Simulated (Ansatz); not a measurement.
Zincblende AlN, relaxed with r2SCAN, was run in Ansatz 0.2.0 under altered settings. All numbers are computed, without spin polarisation but where a row says otherwise.

```
Al N
1.0
     0.00000    2.18488    2.18488
     2.18488    0.00000    2.18488
     2.18488    2.18488    0.00000
Al N
1 1
Direct
  0.00000 0.00000 0.00000
  0.25000 0.25000 0.25000
```

The base run's other keys:
```yaml
kpoints:
  mp_grid: { grid: [4, 4, 4] }
hamiltonian:
  xc: hse06
scf:
  occupations: { method: fixed }
  n_extra_bands: 4
```

It takes 11 iterations with 411 plane waves at 420 eV and 8 k points, and leaves a mean stress of -0.56 GPa. The gap over this mesh is 4.548 eV. It ran on 4 threads of Arm Neoverse V2, with other jobs on the host.

Outcomes, with energy and stress as changes against the base:
```tsv
setting	outcome	ΔF (meV/atom)	Δ mean stress (GPa)	gap on the mesh (eV)	iterations	wall time
PBE hybrid, exx coeff 0.35, omega 0.3 1/Å	converged	–	-1.7	4.742	12	1.6 s
PBE hybrid, exx coeff 0.1, omega 0.2078 1/Å	converged	–	+3.1	3.791	9	1.4 s
PBE hybrid, exx coeff 0.1, omega 0.5 1/Å	converged	–	+3.5	3.565	9	1.5 s
PBE hybrid, exx coeff 0.2, omega 0.3 1/Å	converged	–	+1.2	4.111	11	1.6 s
```
A dash marks a value that wasn't obtained or can't be compared. Stress is positive in compression. The base took 1.6 s.

- PBE hybrid, exx coeff 0.35, omega 0.3 1/Å. That is 35 % exact exchange, screened with ω = 0.3 1/Å, against HSE06's 25 % screened at 0.208 1/Å. The mean stress moves by -1.7 GPa and the gap on the mesh by +0.194 eV (to 4.742). Totals of different functionals aren't comparable.
- PBE hybrid, exx coeff 0.1, omega 0.2078 1/Å. That is 10 % exact exchange, screened with ω = 0.2078 1/Å, against HSE06's 25 % screened at 0.208 1/Å. The mean stress moves by +3.1 GPa and the gap on the mesh by -0.757 eV (to 3.791). Totals of different functionals aren't comparable.
- PBE hybrid, exx coeff 0.1, omega 0.5 1/Å. That is 10 % exact exchange, screened with ω = 0.5 1/Å, against HSE06's 25 % screened at 0.208 1/Å. The mean stress moves by +3.5 GPa and the gap on the mesh by -0.983 eV (to 3.565). Totals of different functionals aren't comparable.
- PBE hybrid, exx coeff 0.2, omega 0.3 1/Å. That is 20 % exact exchange, screened with ω = 0.3 1/Å, against HSE06's 25 % screened at 0.208 1/Å. The mean stress moves by +1.2 GPa and the gap on the mesh by -0.437 eV (to 4.111). Totals of different functionals aren't comparable.

The stress of a hybrid is loosely converged in these runs.

The meshes of the hybrids are coarse, so their gaps aren't converged to the digits shown.
